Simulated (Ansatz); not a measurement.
# Li2O: the cost of one run

Program: Ansatz 0.2.0. Level of theory: DFT r²SCAN, frozen-core PAW, scalar-relativistic unless said. These are calculated values, not measurements.

## 1. The starting structure

Symmetry: Fm-3m, No. 225, cubic system. The conventional cell has a = 4.610 Å, b = 4.610 Å, c = 4.610 Å, α = 90.00°, β = 90.00°, γ = 90.00°. Li (site symmetry -43m) has 4 O at 2.00 Å as nearest neighbours. O (site symmetry m-3m) has 8 Li at 2.00 Å as nearest neighbours.

Structure file:

```xyz
3
Lattice="2.3050 2.3050 0.0000 -2.3050 2.3050 0.0000 0.0000 2.3050 2.3050" Properties=species:S:1:pos:R:3 pbc="T T T"
Li   -1.1525    3.4575    1.1525
Li    1.1525    3.4575    1.1525
O     0.0000    0.0000    0.0000
```

Cartesian axes are those of the input's lattice vectors. The structure goes back to a database entry.

## 2. Cell and atoms relaxed, PAW

Contents of input.yaml:

```yaml
crystal:
  lattice:
    - [2.305, 2.305, 0.0]
    - [-2.305, 2.305, 0.0]
    - [0.0, 2.305, 2.305]
  atoms:
    - { symbol: Li, position: [0.25, 0.75, 0.5] }
    - { symbol: Li, position: [0.75, 0.25, 0.5] }
    - { symbol: O, position: [0.0, 0.0, 0.0] }
kpoints:
  mp_grid: { grid: [12, 12, 12] }
scf:
  occupations: { method: fermi_dirac, width: 0.08 }
hamiltonian:
  xc: r2scan
  pseudopotentials: { kind: paw }
relax:
  f_tol: 0.002
  max_steps: 80
  cell: {}
output:
  forces: true
  stress: true
```

On the command line:

```bash
$ ansatz run input.yaml --threads 1 --pin off --max-ram 3072MiB --backend cpu --events-out ev --progress --plain --runs-dir out
```

Q: Estimate wall time and peak memory on 1 thread of Arm Neoverse V2, shared host.

About 9.4 s, with a peak of 0.35 GiB.
